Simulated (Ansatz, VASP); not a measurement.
# Cross-check of S between VASP and Ansatz

Wanted: the spread between two codes on one cell, functional and k mesh.

Method: plane waves, with VASP 6.6.1 beside it; single point at PBEsol, in Ansatz 0.2.0.

## Step 1: The structure

Symmetry: Fddd, No. 70, orthorhombic system. The conventional cell has a = 10.495 Å, b = 12.788 Å, c = 24.943 Å, α = 90.00°, β = 90.00°, γ = 90.00°. S has 2 S at 2.01 to 2.06 Å nearest. S has 2 S at 2.06 to 2.07 Å nearest. S has 2 S at 2.05 to 2.07 Å nearest. Nearest to S lie 2 S at 2.04 to 2.05 Å.

## Step 2: Ansatz: single point, PBEsol

Ansatz runs on its default PAW (the set named soft_2) files.

A single point gives forces, pressure and levels at one fixed geometry, so differences don't come from the geometry; what else differs is listed under the comparison.

input.yaml reads:

```yaml
crystal:
  lattice:
    - [0.0, 6.3938, 12.4714]
    - [5.24735, 0.0, 12.4714]
    - [5.24735, 6.3938, 0.0]
  atoms:
    - { symbol: S, position: [0.57629, 0.77109, 0.77031] }
    - { symbol: S, position: [0.77109, 0.57629, 0.88231] }
    - { symbol: S, position: [0.88231, 0.77031, 0.77109] }
    - { symbol: S, position: [0.77031, 0.88231, 0.57629] }
    - { symbol: S, position: [0.67371, 0.47891, 0.47969] }
    - { symbol: S, position: [0.47891, 0.67371, 0.36769] }
    - { symbol: S, position: [0.36769, 0.47969, 0.47891] }
    - { symbol: S, position: [0.47969, 0.36769, 0.67371] }
    - { symbol: S, position: [0.34996, 0.89076, 0.94384] }
    - { symbol: S, position: [0.89076, 0.34996, 0.81544] }
    - { symbol: S, position: [0.81544, 0.94384, 0.89076] }
    - { symbol: S, position: [0.94384, 0.81544, 0.34996] }
    - { symbol: S, position: [0.90004, 0.35924, 0.30616] }
    - { symbol: S, position: [0.35924, 0.90004, 0.43456] }
    - { symbol: S, position: [0.43456, 0.30616, 0.35924] }
    - { symbol: S, position: [0.30616, 0.43456, 0.90004] }
    - { symbol: S, position: [0.30467, 0.79287, 0.88693] }
    - { symbol: S, position: [0.79287, 0.30467, 0.01553] }
    - { symbol: S, position: [0.01553, 0.88693, 0.79287] }
    - { symbol: S, position: [0.88693, 0.01553, 0.30467] }
    - { symbol: S, position: [0.94533, 0.45713, 0.36307] }
    - { symbol: S, position: [0.45713, 0.94533, 0.23447] }
    - { symbol: S, position: [0.23447, 0.36307, 0.45713] }
    - { symbol: S, position: [0.36307, 0.23447, 0.94533] }
    - { symbol: S, position: [0.37345, 0.61665, 0.06075] }
    - { symbol: S, position: [0.61665, 0.37345, 0.94915] }
    - { symbol: S, position: [0.94915, 0.06075, 0.61665] }
    - { symbol: S, position: [0.06075, 0.94915, 0.37345] }
    - { symbol: S, position: [0.87655, 0.63335, 0.18925] }
    - { symbol: S, position: [0.63335, 0.87655, 0.30085] }
    - { symbol: S, position: [0.30085, 0.18925, 0.63335] }
    - { symbol: S, position: [0.18925, 0.30085, 0.87655] }
hamiltonian:
  xc: pbesol
  pseudopotentials: { kind: paw }
kpoints:
  mp_grid: { grid: [4, 4, 4] }
scf:
  occupations: { method: gaussian, width: 0.05 }
  n_extra_bands: 12
output:
  forces: true
  stress: true
  eigenvalues: true
```

Launch:

```bash
$ ansatz run input.yaml --threads 8 --pin off --max-ram 18432MiB --backend cpu --events-out ev --progress --plain --runs-dir out
```

Numbers of over 12 decimals in the logs are rounded to 6 here.

The log of the run:

```text
scf.n_extra_bands = 12 over 96 filled bands (N_el = 192.0): the run solves 108 bands
Engine: ansatz 0.2.0, aarch64-unknown-linux-gnu
Pseudopotentials: kind: paw
Pseudopotential: S, paw, valence charge 6, recommended cutoff 420 eV (normal), S.paw.azcp
Functional definition: PBEsol
  exchange = pbesol_x
  correlation = pbesol_c
Crystal: 32 atoms, lattice volume = 836.844 Å³
Basis set: ecut = 420 eV, 16377 PW (Γ), exchange–correlation on 192×192×120 points (8 copies of the dense FFT grid, shifted against one another)
Bands: 108, of which v1, the nominal top of the filled ones, is band 96 counted from 1 (95 counted from 0)
Symmetry: 8 space group operations
Space group: Fddd (ITA 70), of the structure as read, at distance tolerance 9.4e-5 Å
k-points: 18 of 64
Non-local potential: S, projectors of the file, l = 0: 2, l = 1: 2, l = 2: 2
PAW form: soft (Blöchl's): semilocal exchange-correlation on the pseudo side does not see the compensation charge
PAW frozen core: S, regenerated for the run's functional, and the local potential with it (the file was generated under x = pbe(κ = 0.804, μ = 0.219515), c = pbe(β = 0.066725))
PAW one-centre angular grid: S, 110 points (default); XC on 64 Gauss nodes
Initial density: superposition of atomic densities (neutral atoms: chi_scale 0, normalization atom), corrected by the library's trained network
Initial wavefunctions: pseudopotential atomic-orbital guess
Functional: x = pbesol(κ = 0.804, μ = 0.123457), c = pbesol(β = 0.046)
SCF iter   1: F=—  HF=-28316.416243 eV  |F-HF|=—  |Δ(HF+E_count)|=         —  Δρ=3.64e-3  dr2=1.12e-1  ethr=1.77e-3  ⟨swp⟩=6.9  Hψ=8108  notcnv=0
preconditioner: auto → Resta (q_TF=auto, 2.135 Å⁻¹)  ε∞=5.0  [insulator: Δε(μ)=2.009 eV  Ē_g=8.947 eV  σ=0.050 eV  W_gap=1.00  n_scr=134 (ndim 8)  ℏωp=17.8 eV  f_vac=0.032  D(μ)=0.00/eV (n_scr^D=0)  ε∞_Penn≈5.0]
SCF iter   2: F=—  HF=-28316.402284 eV  |F-HF|=—  |Δ(HF+E_count)|=   1.40e-2  Δρ=1.94e-3  dr2=3.48e-2  ethr=5.85e-5  ⟨swp⟩=2.5  Hψ=3439  notcnv=0  defer=3
SCF iter   3: F=—  HF=-28316.405286 eV  |F-HF|=—  |Δ(HF+E_count)|=   3.00e-3  Δρ=2.82e-4  dr2=8.85e-4  ethr=1.81e-5  ⟨swp⟩=2.3  Hψ=3175  notcnv=0  defer=3
SCF iter   4: F=—  HF=-28316.406193 eV  |F-HF|=—  |Δ(HF+E_count)|=   9.07e-4  Δρ=1.07e-4  dr2=1.48e-4  ethr=4.61e-7  ⟨swp⟩=2.0  Hψ=3491  notcnv=0  defer=3
SCF iter   5: F=—  HF=-28316.406257 eV  |F-HF|=—  |Δ(HF+E_count)|=   6.37e-5  Δρ=3.66e-5  dr2=1.27e-5  ethr=7.69e-8  ⟨swp⟩=2.0  Hψ=3042  notcnv=0  defer=3
SCF iter   6: F=—  HF=-28316.406557 eV  |F-HF|=—  |Δ(HF+E_count)|=   3.00e-4  Δρ=1.31e-5  dr2=2.90e-6  ethr=6.64e-9  ⟨swp⟩=2.0  Hψ=3436  notcnv=0  defer=3
SCF iter   7: F=—  HF=-28316.406558 eV  |F-HF|=—  |Δ(HF+E_count)|=   1.52e-6  Δρ=3.29e-6  dr2=1.35e-7  ethr=1.51e-9  ⟨swp⟩=2.0  Hψ=3019  notcnv=0  defer=3
SCF iter   8: F=-28316.406558 eV  HF=-28316.406558 eV  |F-HF|=2.78e-9  |Δ(HF+E_count)|=   1.90e-7  Δρ=1.22e-6  dr2=2.41e-8  ethr=5.21e-11  ⟨swp⟩=9.9  Hψ=7955  notcnv=0
SCF 1 converged in 8 iterations: F = -28316.406558 eV  dr2 = 2.41e-8
  greatest PAW one-centre occupation: 0.869 electrons in one spin orbital (limit 2), on the S atom at site 7 (counted from 0), in its partial waves of l = 0
SCF converged after 8 iterations
Free energy (F): -28316.406558 eV
Harris-Foulkes:  -28316.406558 eV  (|F-HF|=2.78e-9)
Internal energy: -28316.406558 eV  (E = F + TS)
E sigma→0 (E₀):  -28316.406558 eV
Fermi energy:    3.755291 eV
--- Per-component energies (eV) ---
  E_band       = -679.069440
  E_kinetic    = 3392.304061
  E_local      = -5947.459343  (includes V_loc(G=0)·N_el)
  E_nonlocal   = 933.558970
  E_hartree    = 1934.909010
  E_xc         = -3054.010171
  E_vxc        = -2765.627014  (∫ρ·V_xc dr)
  E_paw        = -18693.323446  (= ΣΔE_a)
  E_vpaw       = -161.662771  (= ΣTr[D̂ρ^β])
  E_aug_tail   = 0.000051  (compensation charges beyond the density's cutoff)
  E_ewald      = -6884.368067
  E_core_change = 1.982378  (= ΣΔE_core)
  E_smearing   = -0.000000  (= −TS)
  E_closure    = -0.000000  (closes the sum)
  Σ components = -28316.406558   (vs F -28316.406558, Δ=0.00e0)
--- Forces (eV/Å), atoms counted from 1 ---
  atom   1  S      0.10165730    -0.55661250     0.01562397
  atom   2  S     -0.10165730     0.55661250     0.01562397
  atom   3  S      0.10165730     0.55661250    -0.01562397
  atom   4  S     -0.10165730    -0.55661250    -0.01562397
  atom   5  S     -0.10165730     0.55661250    -0.01562397
  atom   6  S      0.10165730    -0.55661250    -0.01562397
  atom   7  S     -0.10165730    -0.55661250     0.01562397
  atom   8  S      0.10165730     0.55661250     0.01562397
  atom   9  S      0.01136970    -0.11063025    -0.09346991
  atom  10  S     -0.01136970     0.11063025    -0.09346991
  atom  11  S      0.01136970     0.11063025     0.09346991
  atom  12  S     -0.01136970    -0.11063025     0.09346991
  atom  13  S     -0.01136970     0.11063025     0.09346991
  atom  14  S      0.01136970    -0.11063025     0.09346991
  atom  15  S     -0.01136970    -0.11063025    -0.09346991
  atom  16  S      0.01136970     0.11063025    -0.09346991
  atom  17  S      0.13012216    -0.08689565     0.11818864
  atom  18  S     -0.13012216     0.08689565     0.11818864
  atom  19  S      0.13012216     0.08689565    -0.11818864
  atom  20  S     -0.13012216    -0.08689565    -0.11818864
  atom  21  S     -0.13012216     0.08689565    -0.11818864
  atom  22  S      0.13012216    -0.08689565    -0.11818864
  atom  23  S     -0.13012216    -0.08689565     0.11818864
  atom  24  S      0.13012216     0.08689565     0.11818864
  atom  25  S      0.16472965    -0.07683867    -0.04502654
  atom  26  S     -0.16472965     0.07683867    -0.04502654
  atom  27  S      0.16472965     0.07683867     0.04502654
  atom  28  S     -0.16472965    -0.07683867     0.04502654
  atom  29  S     -0.16472965     0.07683867     0.04502654
  atom  30  S      0.16472965    -0.07683867     0.04502654
  atom  31  S     -0.16472965    -0.07683867    -0.04502654
  atom  32  S      0.16472965     0.07683867    -0.04502654
  max |Σ_I F_I| component: 9.71e-17 eV/Å
--- Stress (GPa, compression-positive) ---
        0.542388       0.000000       0.000000
        0.000000       1.367777       0.000000
        0.000000       0.000000      -0.296589
  P = ⅓ Tr σ = 0.5379 GPa (5.379 kbar)
--- Band table (eV; the first three rows and the last of 18) ---
  k-point 0: bands = [... 92 lower, 2.0034, 2.0300, 2.5007, 2.7489, 4.8192, 5.0110, 5.1418, 5.2519, ... 8 higher]
  k-point 1: bands = [... 92 lower, 2.0662, 2.1290, 2.4609, 2.6415, 4.9026, 4.9936, 5.1244, 5.2167, ... 8 higher]
  k-point 2: bands = [... 92 lower, 2.1973, 2.2193, 2.2511, 2.5481, 4.9683, 5.0318, 5.1295, 5.1893, ... 8 higher]
  k-point 17: bands = [... 92 lower, 1.9872, 1.9872, 2.6358, 2.6358, 5.0599, 5.0599, 5.0833, 5.0833, ... 8 higher]
```

The job ended after 33 s (8 threads of Arm Neoverse N1, shared host; peak memory 4.7 GiB; 4.3 min of CPU time).

The column dr2 measures how far the density is from self-consistency, as an energy; F and HF (Harris–Foulkes) agree once it is small.

The run ends at a pressure of 0.54 GPa, with forces up to 0.57 eV/Å.

## Step 3: VASP: single point, PBEsol

The same cell, functional, mesh and smearing now go to VASP, with its own data sets and cutoff.

Lines of VASP's logs that name or quote its potential files are left out, and so is its time.

INCAR reads:

```
SYSTEM = S
PREC = Accurate
ENCUT = 400
EDIFF = 1E-05
NELM = 100
ISMEAR = 0
SIGMA = 0.05
LREAL = Auto
ALGO = Fast
GGA = PS
NBANDS = 128
LORBIT = 11
LWAVE = .FALSE.
LCHARG = .FALSE.
NCORE = 4
```

POSCAR reads:

```
S
1.0
    0.0000000000      6.3938000000     12.4714000000
    5.2473500000      0.0000000000     12.4714000000
    5.2473500000      6.3938000000      0.0000000000
S
32
Direct
    0.5762900000      0.7710900000      0.7703100000
    0.7710900000      0.5762900000      0.8823100000
    0.8823100000      0.7703100000      0.7710900000
    0.7703100000      0.8823100000      0.5762900000
    0.6737100000      0.4789100000      0.4796900000
    0.4789100000      0.6737100000      0.3676900000
    0.3676900000      0.4796900000      0.4789100000
    0.4796900000      0.3676900000      0.6737100000
    0.3499600000      0.8907600000      0.9438400000
    0.8907600000      0.3499600000      0.8154400000
    0.8154400000      0.9438400000      0.8907600000
    0.9438400000      0.8154400000      0.3499600000
    0.9000400000      0.3592400000      0.3061600000
    0.3592400000      0.9000400000      0.4345600000
    0.4345600000      0.3061600000      0.3592400000
    0.3061600000      0.4345600000      0.9000400000
    0.3046700000      0.7928700000      0.8869300000
    0.7928700000      0.3046700000      0.0155300000
    0.0155300000      0.8869300000      0.7928700000
    0.8869300000      0.0155300000      0.3046700000
    0.9453300000      0.4571300000      0.3630700000
    0.4571300000      0.9453300000      0.2344700000
    0.2344700000      0.3630700000      0.4571300000
    0.3630700000      0.2344700000      0.9453300000
    0.3734500000      0.6166500000      0.0607500000
    0.6166500000      0.3734500000      0.9491500000
    0.9491500000      0.0607500000      0.6166500000
    0.0607500000      0.9491500000      0.3734500000
    0.8765500000      0.6333500000      0.1892500000
    0.6333500000      0.8765500000      0.3008500000
    0.3008500000      0.1892500000      0.6333500000
    0.1892500000      0.3008500000      0.8765500000
```

KPOINTS reads:

```
Automatic mesh
0
Gamma
4 4 4
0 0 0
```

PAW data sets: S (PBE family, release 64).

Launch:

```bash
$ mpirun -np 16 vasp_std
```

The log of the run:

```text
[banner, memory and clock lines left out]
running   16 mpi-ranks, on    1 nodes
[...]
|                                                                             |
|               ----> ADVICE to this user running VASP <----                  |
|                                                                             |
|     You enforced a specific xc type in the INCAR file but a different       |
|     [... a line on the potential file left out ...]
|     I HOPE YOU KNOW WHAT YOU ARE DOING!                                     |
|                                                                             |

 LDA part: xc-table for (Slater+PW92), standard interpolation
 POSCAR, INCAR and KPOINTS ok, starting setup
[...]
entering main loop
       N       E                     dE             d eps       ncg     rms          rms(c)
DAV:   1     0.105690095917E+04    0.10569E+04   -0.69561E+04  4616   0.104E+03
DAV:   2    -0.367604712917E+02   -0.10937E+04   -0.10487E+04  5800   0.217E+02
DAV:   3    -0.138655709015E+03   -0.10190E+03   -0.10006E+03  5480   0.723E+01
DAV:   4    -0.141500762466E+03   -0.28451E+01   -0.28113E+01  5816   0.132E+01
[...]
RMM:  11    -0.140165103556E+03   -0.10633E-03   -0.53590E-04  5734   0.625E-02    0.104E-01
RMM:  12    -0.140165110571E+03   -0.70151E-05   -0.21026E-04  5743   0.341E-02    0.423E-02
RMM:  13    -0.140165113477E+03   -0.29058E-05   -0.38682E-05  4430   0.139E-02
   1 F= -.14016511E+03 E0= -.14016511E+03  d E =-.140081E-10
```

Parts of OUTCAR (step 3):

```text
  Total        1.1809313      5.1366241     -3.8092507      0.0000000      0.0000000      0.0000000
  in kB        2.2609498      9.8343143     -7.2929939      0.0000000      0.0000000      0.0000000
  external PRESSURE =       1.6007567 kB  Pullay stress =       0.0000000 kB

 POSITION                                       TOTAL-FORCE (eV/Angst)
 -----------------------------------------------------------------------------------
      8.08827      8.60989     16.80371         0.128276     -0.471334     -0.035754
      7.65378     10.57151     16.80371        -0.128276      0.471334     -0.035754
      8.08827     10.57151     20.61049         0.128276      0.471334      0.035754
      7.65378      8.60989     20.61049        -0.128276     -0.471334      0.035754
      5.03011      7.37461     14.37479        -0.128276      0.471334      0.035754
      5.46459      5.41299     14.37479         0.128276     -0.471334      0.035754
      5.03011      5.41299     10.56801        -0.128276     -0.471334     -0.035754
      5.46459      7.37461     10.56801         0.128276      0.471334     -0.035754
      9.62679      8.27230     15.47352        -0.069202     -0.114599     -0.108405
      6.11526     10.90910     15.47352         0.069202      0.114599     -0.108405
      9.62679     10.90910     21.94068        -0.069202      0.114599      0.108405
      6.11526      8.27230     21.94068         0.069202     -0.114599      0.108405
      3.49159      7.71220     15.70498         0.069202      0.114599      0.108405
      7.00311      5.07540     15.70498        -0.069202     -0.114599      0.108405
[...]
-----------------------------------------------------------------------------------
    total drift:                               -0.000000      0.000000      0.000000

  FREE ENERGIE OF THE ION-ELECTRON SYSTEM (eV)
  ---------------------------------------------------
  free  energy   TOTEN  =      -140.1651134768 eV

  energy  without entropy=     -140.1651134768  energy(sigma->0) =     -140.16511348

[... 3 further parts left out ...]
[key lines of the parts left out:]
E-fermi :   2.0145
```

The run ends at a pressure of 0.16 GPa, with forces up to 0.49 eV/Å.

## Step 4: Side by side

Known differences besides the potentials themselves: the cutoff is 420 eV in Ansatz and 400 eV in VASP (PREC = Accurate, projectors in real space); Ansatz makes its cores anew for this functional, VASP keeps those of its PBE data sets; VASP leaves aspherical gradient terms in its spheres out (LASPH is not set), Ansatz keeps them. Total energies have different zeros and are not compared.

The two programs side by side:

```
              quantity  Ansatz   VASP  difference
        pressure (GPa)    0.54   0.16       +0.38
gap on the k mesh (eV)   2.014  2.047      -0.033
```

Forces on 7 of the 32 atoms, those with the largest forces and the largest differences (eV/Å; atoms numbered as in POSCAR):

```
atom          Ansatz x, y, z           VASP x, y, z
  S1    0.102, -0.557, 0.016  0.128, -0.471, -0.036
  S2    -0.102, 0.557, 0.016  -0.128, 0.471, -0.036
  S3    0.102, 0.557, -0.016    0.128, 0.471, 0.036
  S4  -0.102, -0.557, -0.016  -0.128, -0.471, 0.036
  S5   -0.102, 0.557, -0.016   -0.128, 0.471, 0.036
  S6   0.102, -0.557, -0.016   0.128, -0.471, 0.036
  S8     0.102, 0.557, 0.016   0.128, 0.471, -0.036
```

The forces differ by 53 meV/Å r.m.s., which is 32.0 % of the r.m.s. force of 0.17 eV/Å (both taken over all components). A gap on the mesh is an upper bound, since the band edges may lie between its points.

## Step 5: What the set-up changes

Further runs change the set-up of one program: Ansatz's method, potentials or start, or VASP's data sets, cutoff or form of LDA. The table gives Ansatz less VASP for each quantity, since a change that brings one quantity closer may part another.

```
                                       run  r.m.s. force difference (meV/Å)  pressure (GPa)  gap on the k mesh (eV)
                                  as above                               53            0.38                  -0.033
                      cores kept as stored                               58            0.41                  -0.034
   Ansatz's larger PAW set (cutoff 580 eV)                               51            0.38                  -0.020
norm-conserving potentials (cutoff 707 eV)                               42            0.30                  -0.035
```

## Step 6: Outcome

```yaml
r_m_s_force_difference_single_point_pbesol: 53 meV/Å
```

The r.m.s. force difference is 53 meV/Å (single point, PBEsol), beyond the 12 meV/Å picked in this series as the mark of a large difference. Single point, PBEsol, Ansatz's larger PAW set (cutoff 580 eV): the difference in gap on the k mesh goes from -0.033 to -0.020 eV. How closely two codes agree says nothing of how well the functional describes the real material.

[Lines on the potential files, build, host, timing and source positions are cut from VASP's logs without a mark.]

[Logs are printed without paths, hosts, clocks, repeated set-up lines and the standing remarks that a program may print on its own settings, such as how far it seeks lower states.]

[Hosts, paths, dates, database ids (printed as entryN), source tags and the programs' standing remarks are cut or masked in the printed files.]
